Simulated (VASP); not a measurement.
# Li (Im-3m) in VASP: further runs

Runs on Li. Level: PBE. Tasks: single point, relaxation of cell and atoms.

Everything below comes from runs of VASP 6.6.1. Logs are shortened: lines on timing, memory, paths and dates and some standing lists are left out, and cuts for length are marked.

## 1. The structure

It takes space group Im-3m (No. 229, cubic). The conventional cell has a = 3.434 Å, b = 3.434 Å, c = 3.434 Å, α = 90.00°, β = 90.00°, γ = 90.00°. Around Li (site symmetry m-3m) lie 8 Li at 2.97 Å.

The cell was built by a generator and needn't be a form met in nature.

## 2. Single point, PBE

INCAR

```
PREC = Accurate
ENCUT = 520
EDIFF = 1E-6
ISMEAR = 1
SIGMA = 0.1
LREAL = F
LASPH = T
NELM = 80
ALGO = Fast
ISIF = 2
LWAVE = F
LCHARG = T
GGA = PE
LELF = T
LVHAR = T
NBANDS = 10
```

KPOINTS

```
regular mesh
0
Gamma
  20 20 20
```

POSCAR

```
Li
1.0
    3.4336063063      0.0000000000      0.0000000000
    0.0000000000      3.4336063063      0.0000000000
    0.0000000000      0.0000000000      3.4336063063
Li
2
Direct
    0.0000000000      0.0000000000      0.0000000000
    0.5000000000      0.5000000000      0.5000000000
```

Potentials or basis: VASP PAW PBE potentials, release 64 (Li_sv).

Run with:

```bash
$ cat potpaw_PBE.64/Li_sv/POTCAR > POTCAR
$ mpirun -np 1 vasp_std > vasp.out
```

OUTCAR:

```text
PREC = Accurate
   ENCUT = 520
   EDIFF = 1E-6
   ISMEAR = 1
   LREAL = F
   LASPH = T
   NELM = 80
   ISIF = 2
   GGA = PE

 ion  position               nearest neighbor table
   1  0.000  0.000  0.000-
   2  0.500  0.500  0.500-

  LATTYP: Found a simple cubic cell.
 ALAT       =     3.4336063063

  Lattice vectors:

 A1 = (   3.4336063063,   0.0000000000,   0.0000000000)
 A2 = (   0.0000000000,   3.4336063063,   0.0000000000)
 A3 = (   0.0000000000,   0.0000000000,   3.4336063063)

Analysis of symmetry for initial positions (statically):
=====================================================================
 Subroutine PRICEL returns following result:

  LATTYP: Found a body centered cubic cell.
 ALAT       =     3.4336063063

  Lattice vectors:

 A1 = (   1.7168031531,   1.7168031531,  -1.7168031531)
 A2 = (  -1.7168031531,   1.7168031531,   1.7168031531)
 A3 = (   1.7168031531,  -1.7168031531,   1.7168031531)

   2 primitive cells build up your supercell.

 Routine SETGRP: Setting up the symmetry group for a
 simple cubic supercell.

 Subroutine GETGRP returns: Found 48 space group operations
 (whereof 48 operations were pure point group operations)
 out of a pool of 48 trial point group operations.

The static configuration has the point symmetry O_h .

Analysis of symmetry for dynamics (positions and initial velocities):
=====================================================================
 Subroutine PRICEL returns following result:

  LATTYP: Found a body centered cubic cell.
 ALAT       =     3.4336063063

  Lattice vectors:

 A1 = (   1.7168031531,   1.7168031531,  -1.7168031531)
 A2 = (  -1.7168031531,   1.7168031531,   1.7168031531)
 A3 = (   1.7168031531,  -1.7168031531,   1.7168031531)

   2 primitive cells build up your supercell.

 Routine SETGRP: Setting up the symmetry group for a
 simple cubic supercell.

 Subroutine GETGRP returns: Found 48 space group operations
 (whereof 48 operations were pure point group operations)
 out of a pool of 48 trial point group operations.

The dynamic configuration has the point symmetry O_h .

 Subroutine INISYM returns: Found 48 space group operations
 (whereof 48 operations are pure point group operations),
 and found     2 'primitive' translations

----------------------------------------------------------------------------------------

                                     Primitive cell

  volume of cell :      20.2405

  direct lattice vectors                    reciprocal lattice vectors
     1.716803153  1.716803153 -1.716803153     0.291238980  0.291238980  0.000000000
    -1.716803153  1.716803153  1.716803153     0.000000000  0.291238980  0.291238980
     1.716803153 -1.716803153  1.716803153     0.291238980  0.000000000  0.291238980

  length of vectors
     2.973590288  2.973590288  2.973590288     0.411874116  0.411874116  0.411874116

  position of ions in fractional coordinates (direct lattice)
     0.000000000  0.000000000  0.000000000

  ion indices of the primitive-cell ions
   primitive index   ion index
                 1           1

----------------------------------------------------------------------------------------

 KPOINTS: regular mesh

Automatic generation of k-mesh.
 Grid dimensions read from file:
 generate k-points for:   20   20   20

 Generating k-lattice:

  Cartesian coordinates                     Fractional coordinates (reciprocal lattice)
     0.014561949  0.000000000  0.000000000     0.050000000  0.000000000  0.000000000
     0.000000000  0.014561949  0.000000000     0.000000000  0.050000000  0.000000000
     0.000000000  0.000000000  0.014561949     0.000000000  0.000000000  0.050000000

  Length of vectors
     0.014561949  0.014561949  0.014561949

  Shift w.r.t. Gamma in fractional coordinates (k-lattice)
     0.000000000  0.000000000  0.000000000

 Subroutine IBZKPT returns following result:
 ===========================================

 Found    286 irreducible k-points:

 Following reciprocal coordinates:
            Coordinates               Weight
  0.000000  0.000000  0.000000      1.000000
  0.050000  0.000000  0.000000      6.000000
  0.100000  0.000000  0.000000      6.000000
  0.150000  0.000000  0.000000      6.000000
  0.200000  0.000000  0.000000      6.000000
  0.250000  0.000000  0.000000      6.000000
[... 16 lines left out ...]
  0.150000  0.100000  0.000000     24.000000
  0.200000  0.100000  0.000000     24.000000
 [... further k-points ...]
   k-points           NKPTS =    286   k-points in BZ     NKDIM =    286   number of bands    NBANDS=     10
   number of dos      NEDOS =    301   number of ions     NIONS =      2
   total plane-waves  NPLWV =  21952
   dimension x,y,z NGX =    28 NGY =   28 NGZ =   28
   dimension x,y,z NGXF=    56 NGYF=   56 NGZF=   56
   ions per type =               2
   NGX,Y,Z   is equivalent  to a cutoff of  13.56, 13.56, 13.56 a.u.
   NGXF,Y,Z  is equivalent  to a cutoff of  27.11, 27.11, 27.11 a.u.
 SYSTEM =  unknown system
   PREC   = accura    normal or accurate (medium, high low for compatibility)
   ISTART =      0    job   : 0-new  1-cont  2-samecut
   ICHARG =      2    charge: 1-file 2-atom 10-const
   ISPIN  =      1    spin polarized calculation?
   LNONCOLLINEAR =      F non collinear calculations
   LSORBIT =      F    spin-orbit coupling
   LASPH  =      T    aspherical Exc in radial PAW
   ENCUT  =  520.0 eV  38.22 Ry    6.18 a.u.   6.38  6.38  6.38*2*pi/ulx,y,z
   NELM   =     80;   NELMIN=  2; NELMDL= -5     # of ELM steps
   EDIFF  = 0.1E-05   stopping-criterion for ELM
   LREAL  =      F    real-space projection
   EDIFFG = 0.1E-04   stopping-criterion for IOM
   NSW    =      0    number of steps for IOM
   IBRION =     -1    ionic relax: 0-MD 1-quasi-New 2-CG
   NFREE  =      0    steps in history (QN), initial steepest desc. (CG)
   ISIF   =      2    stress and relaxation
   ISYM   =      2    0-nonsym 1-usesym 2-fastsym
   POTIM  = 0.5000    time-step for ionic-motion
   TEBEG  =    0.0;   TEEND  =   0.0 temperature during run
   PSTRESS=    0.0 pullay stress
   NELECT =       6.0000    total number of electrons
   NUPDOWN=      -1.0000    fix difference up-down
   EMIN   =  10.00;   EMAX   =-10.00  energy-range for DOS
   EFERMI =   0.00;   METHOD = LEGACY
   ISMEAR =     1;   SIGMA  =   0.10  broadening in eV -4-tet -1-fermi 0-gaus
   EFERMI_NEDOS =   21; number of points for ismear=-14 and -15
   IALGO  =     68    algorithm
   IMIX   =      4    mixing-type and parameters
     AMIX     =   0.40;   BMIX     =  1.00
     AMIX_MAG =   1.60;   BMIX_MAG =  1.00
  volume/ion in A,a.u.               =      20.24       136.59
  Fermi-wavevector in a.u.,A,eV,Ry     =   0.866379  1.637220 10.212712  0.750613
  Thomas-Fermi vector in A             =   1.984760
   LORBIT       =      0    0 simple, 1 ext, 2 COOP (PROOUT), +10 PAW based schemes
   GGA     = PE    functional components
   LHFCALC =     F    Hartree Fock is set to
   AEXX    =    0.0000 exact exchange contribution
   IVDW    =     0    specifies the selected vdW correction
   LEPSILON=     F    determine dielectric tensor
   LRPA    =     F    only Hartree local field effects (RPA)
 non-spin polarized calculation
 RMM-DIIS sequential band-by-band and
 Methfessel and Paxton  Order N= 1 SIGMA  =   0.10
  energy-cutoff  :      520.00
  volume of cell :       40.48
 maximum number of plane-waves:      1112
 NGX is ok and might be reduce to    28
   NGX = 13   NGY = 13   NGZ = 13

 number of electron       6.0000000 magnetization

 Free energy of the ion-electron system (eV)
  ---------------------------------------------------
  ext. energy  EPLUGINS =         0.00000000
  ---------------------------------------------------
  free energy    TOTEN  =        -3.80834862 eV

  energy without entropy =       -3.80786729  energy(sigma->0) =       -3.80818818

 E-fermi :   0.6510     XC(G=0):  -7.0481

 val. band max:        0.6508785684   @ k =   0.5000   0.4000   0.0000
 cond. band min:       0.6646859215   @ k =   0.4500   0.3000   0.0000
 fundamental gap:      0.0138073531
 Fermi energy:         0.6509836434

 k-point     1 :       0.0000    0.0000    0.0000
  band No.  band energies     occupation
      1     -45.9027      2.00000
      2     -45.8695      2.00000
      3      -2.9334      2.00000
      4       6.1552      0.00000
      5       6.1552      0.00000
      6       6.1552      0.00000
      7       8.4091      0.00000
      8       8.4091      0.00000
      9      14.2700      0.00000
     10      15.2488      0.00000

 k-point     2 :       0.0500    0.0000    0.0000
  band No.  band energies     occupation
      1     -45.9024      2.00000
      2     -45.8698      2.00000
      3      -2.9097      2.00000
      4       5.7697      0.00000
      5       6.1859      0.00000
      6       6.1859      0.00000
      7       8.4410      0.00000
      8       8.8390      0.00000
      9      14.4045      0.00000
     10      15.1215      0.00000

 k-point     3 :       0.1000    0.0000    0.0000
  band No.  band energies     occupation
      1     -45.9017      2.00000
      2     -45.8704      2.00000
      3      -2.8385      2.00000
      4       5.0076      0.00000
      5       6.2777      0.00000
      6       6.2777      0.00000
      7       8.5366      0.00000
      8       9.7266      0.00000
      9      14.7136      0.00000
     10      14.7282      0.00000
[... 248 lines left out ...]
 k-point    23 :       0.1500    0.1000    0.0000
  band No.  band energies     occupation
      1     -45.8997      2.00000
      2     -45.8718      2.00000
      3      -2.6255      2.00000
      4       4.1358      0.00000
      5       5.5520      0.00000
      6       6.5527      0.00000
      7       9.6333      0.00000
      8      11.1537      0.00000
      9      13.2693      0.00000
     10      13.9862      0.00000

 k-point    24 :       0.2000    0.1000    0.0000
  band No.  band energies     occupation
      1     -45.8982      2.00000
      2     -45.8729      2.00000
      3      -2.4591      2.00000
      4       3.3863      0.00000
      5       5.7175      0.00000
      6       6.7661      0.00000
      7       9.8965      0.00000
      8      12.0766      0.00000
      9      12.5026      0.00000
     10      13.3920      0.00000

 [... further k-points ...]

------------------------ aborting loop because EDIFF is reached ----------------------------------------

  FORCE on cell =-STRESS in cart. coord.  units (eV):
  Direction    XX          YY          ZZ          XY          YZ          ZX
  --------------------------------------------------------------------------------------
  -------------------------------------------------------------------------------------
  Total       -0.0056249     -0.0056249     -0.0056249     -0.0000000     -0.0000000      0.0000000
  in kB       -0.2226269     -0.2226269     -0.2226269     -0.0000000     -0.0000000      0.0000000
  external PRESSURE =      -0.2226269 kB  Pullay stress =       0.0000000 kB

 VOLUME and BASIS-vectors are now :
 -----------------------------------------------------------------------------
  energy-cutoff  :      520.00
  volume of cell :       40.48
      direct lattice vectors                 reciprocal lattice vectors
     3.433606306  0.000000000  0.000000000     0.291238980  0.000000000  0.000000000
     0.000000000  3.433606306  0.000000000     0.000000000  0.291238980  0.000000000
     0.000000000  0.000000000  3.433606306     0.000000000  0.000000000  0.291238980

 POSITION                                       TOTAL-FORCE (eV/Angst)
 -----------------------------------------------------------------------------------
      0.00000      0.00000      0.00000         0.000000      0.000000      0.000000
      1.71680      1.71680      1.71680        -0.000000     -0.000000     -0.000000
 -----------------------------------------------------------------------------------
    total drift:                                0.000000      0.000000      0.000000

  FREE ENERGIE OF THE ION-ELECTRON SYSTEM (eV)
  ---------------------------------------------------
  free  energy   TOTEN  =        -3.8083486200 eV

  energy  without entropy=       -3.8078672855  energy(sigma->0) =       -3.80818818
```

Run time: 64 s. Hardware: 1 thread of Intel Xeon Platinum 8488C (Sapphire Rapids), shared host; peak memory 0.2 GiB.

Results:

* Free energy: -3.8083 eV
* Band gap on the k mesh: none (metal or under the smearing width)

Caveat: the cutoff is under 1.25 times the usual one of these potentials, so pressure, stress and relaxed cells hold a basis-set (Pulay) error.

## 3. Relaxation of cell and atoms, PBE

This run uses another cell than the first one, of 20.89 Å³/atom, 1.032 times its volume.

INCAR

```
SYSTEM = Li
  ALGO = Fast
  EDIFF = 1E-6
  EDIFFG = -0.005
  ENCUT = 600
  GGA = PE
  IBRION = 2
  ISIF = 3
  ISMEAR = 1
  LASPH = .True.
  LCHARG = .False.
  LREAL = .False.
  LWAVE = .False.
  NELM = 80
  NSW = 80
  PREC = Accurate
  SIGMA = 0.1
```

KPOINTS

```
k-points
0
Gamma
  20 20 20
  0 0 0
```

POSCAR

```
Li
1.0
    3.4700000000      0.0000000000      0.0000000000
    0.0000000000      3.4700000000      0.0000000000
    0.0000000000      0.0000000000      3.4700000000
Li
2
Direct
    0.0000000000      0.0000000000      0.0000000000
    0.5000000000      0.5000000000      0.5000000000
```

Potentials or basis: VASP PAW PBE potentials, release 64 (Li_sv).

Run with:

```bash
$ cat potpaw_PBE.64/Li_sv/POTCAR > POTCAR
$ mpirun -np 1 vasp_std > vasp.out
```

It took 96 s on 1 thread of Intel Xeon Platinum 8488C (Sapphire Rapids), shared host; peak memory 0.21 GiB.

The run converged. Its results:

```yaml
Free_energy: -3.8092 eV
Relaxed_volume: 20.08 Å³/atom
Relaxed_cell: a = 3.424 Å, b = 3.424 Å, c = 3.424 Å, α = 90.00°, β = 90.00°, γ = 90.00°
Space_group_after_relaxing_to_0.05_Å: Im-3m (No. 229)
Energy_gained_by_relaxing: 1.4 meV/atom
Ionic_steps: 3
Pressure_after_relaxing: 0.0 GPa
Band_gap_on_the_k_mesh: none (metal or under the smearing width)
```

Step by step:
| step | energy change (eV) | largest force (eV/Å) | pressure (GPa) | volume (Å³) |
| --- | --- | --- | --- | --- |
| 1 | 0.0000 | 0.0000 | -0.52 | 41.78 |
| 2 | -0.0012 | 0.0000 | -0.41 | 41.37 |
| 3 | -0.0027 | 0.0000 | -0.01 | 40.16 |

Final structure:
```yaml
crystal:
  lattice:
    - [3.42447, 0.00000, 0.00000]
    - [0.00000, 3.42447, 0.00000]
    - [0.00000, 0.00000, 3.42447]
  atoms:
    - { symbol: Li, position: [0.00000, 0.00000, 0.00000] }
    - { symbol: Li, position: [0.50000, 0.50000, 0.50000] }
```

Levels at points of the mesh, in eV from the Fermi level:
```tsv
k point	band 1	band 2	band 3	band 4	band 5	band 6
(0.00, 0.00, 0.00)	-46.53	-46.50	-3.60	5.53	5.53	5.53
(0.50, 0.00, 0.00)	-46.51	-46.51	-1.17	-1.17	8.57	8.57
(0.50, 0.50, 0.00)	-46.51	-46.51	0.22	0.22	3.27	3.27
(0.50, 0.50, 0.50)	-46.51	-46.51	3.38	3.38	3.38	3.38
```

Caveat: the cutoff is under 1.25 times the usual one of these potentials, so pressure, stress and relaxed cells hold a basis-set (Pulay) error.
